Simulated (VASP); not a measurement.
Input of a VASP 6.6.1 run:

Contents of INCAR:

```
SYSTEM = MgS
PREC = Accurate
ENCUT = 900
EDIFF = 1E-7
ISMEAR = -1
SIGMA = 0.05
LREAL = .False.
LASPH = .True.
NELM = 80
ALGO = Fast
ISIF = 3
LWAVE = .False.
LCHARG = .False.
GGA = PE
IBRION = 2
NSW = 40
EDIFFG = -0.01
```

KPOINTS

```
regular mesh
0
Gamma
  9 9 9
  0 0 0
```

The input POSCAR:

```
MgS
1.0
    0.0000000000      2.6016500000      2.6016500000
    2.6016500000      0.0000000000      2.6016500000
    2.6016500000      2.6016500000      0.0000000000
S Mg
1 1
Direct
    0.5000000000      0.5000000000      0.5000000000
    0.0000000000      0.0000000000      0.0000000000
```

Potentials or basis: VASP PAW PBE potentials, release 64 (S, Mg_pv).

Launch:

```bash
$ cat potpaw_PBE.64/S/POTCAR potpaw_PBE.64/Mg_pv/POTCAR > POTCAR
$ mpirun -np 1 vasp_std > vasp.out
```

**Question.** Predict the relaxed cell.

**Answer.** a = 3.699 Å, b = 3.699 Å, c = 3.699 Å, α = 60.00°, β = 60.00°, γ = 60.00°.

**Question.** Estimate the relaxed volume.

**Answer.** 17.90 Å³/atom.

Final structure:
```
S Mg
1.0
     0.00000    2.61581    2.61581
     2.61581    0.00000    2.61581
     2.61581    2.61581    0.00000
S Mg
1 1
Direct
  0.50000 0.50000 0.50000
  0.00000 0.00000 0.00000
```

 Zero-point motion and thermal expansion aren't in these numbers.
